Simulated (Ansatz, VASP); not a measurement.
Ti: VASP beside Ansatz

```
Ti
1.0
     0.00000    2.01638    2.01638
     2.01638    0.00000    2.01638
     2.01638    2.01638    0.00000
Ti
1
Cartesian
  0.0000 0.0000 0.0000
```

Change from the starting cell: volume scaled by 0.98.

Alike in both runs: task single point; functional PBEsol; k mesh 11 × 11 × 11; occupations fermi-dirac, width 0.05 eV; no spin polarisation.

|  | VASP | Ansatz |
| --- | --- | --- |
| version | VASP 6.6.1 | Ansatz 0.2.0 |
| potentials or method | VASP PAW PBE potentials, release 64 (Ti_sv) | Ansatz PAW |
| plane-wave cutoff (eV) | 520 | 420 |
| valence electrons in the cell | 12 | 12 |

|  | VASP | Ansatz | Ansatz less VASP |
| --- | --- | --- | --- |
| gap on the k mesh at the Fermi level (eV) | none | none | - |
| pressure (GPa) | 1.5 | 1.8 | +0.32 |

A gap of «none» marks a metal or a gap that the smearing closes.

Caveats: the PAW data sets were made with another functional, which shifts forces and pressure a little (VASP); the PAW data sets come from PBE, with cores solved anew for the run's functional, which leaves a small shift of forces and pressure (Ansatz).
